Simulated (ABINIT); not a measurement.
Crystal: Au.

```
Au
1.0
     2.90000    0.00000    0.00000
    -1.45000    2.51147    0.00000
     0.00000    0.00000    4.88000
Au
2
Direct
  0.66667 0.33333 0.25000
  0.33333 0.66667 0.75000
```

This isn't the form of Au at room conditions, which is fcc.

* Program: ABINIT 10.8.3 (patched build)
* Task: relaxation of cell and atoms
* Functional: r2SCAN
* Potentials or basis: JTH PAW PBE v2.0
* Cutoff: 653 eV
* k mesh: 8 × 8 × 4
* Occupations: fermi-dirac, width 0.05 eV
* Spin: no spin polarisation

At the start: pressure -0.4 GPa; volume 17.77 Å³/atom.

Question: Where does the relaxation end?

Answer: Over 11 steps the energy falls by 2.6 meV/atom and the volume is 17.71 Å³/atom (-0.3 %); space group P6_3/mmc (No. 194, to 0.05 Å).

Step by step:
| step | energy change (eV) | largest force (eV/Å) | pressure (GPa) | volume (Å³) |
| --- | --- | --- | --- | --- |
| 1 | 0.0000 | 0.0000 | -0.40 | 35.54 |
| 2 | -0.0001 | 0.0000 | -0.22 | 35.50 |
| 3 | -0.0002 | 0.0000 | 0.05 | 35.43 |
| 4 | -0.0002 | 0.0000 | 0.11 | 35.42 |
| 5 | -0.0014 | 0.0000 | 1.61 | 35.05 |
| 6 | 0.0107 | 0.0000 | 4.98 | 34.40 |
| 7 | -0.0022 | 0.0000 | 1.67 | 35.03 |
| 8 | -0.0028 | 0.0000 | 1.38 | 35.09 |
| 9 | -0.0050 | 0.0000 | 0.09 | 35.39 |
| 10 | -0.0051 | 0.0000 | 0.01 | 35.41 |
| 11 | -0.0051 | 0.0000 | -0.01 | 35.42 |

Final structure:
```
CELL_PARAMETERS angstrom
2.94173 0.00000 0.00000
-1.47086 2.54761 0.00000
0.00000 0.00000 4.72627
ATOMIC_POSITIONS crystal
Au 0.66667 0.33333 0.25000
Au 0.33333 0.66667 0.75000
```

Caveat: the PAW data sets were made with another functional, which shifts forces and pressure a little.
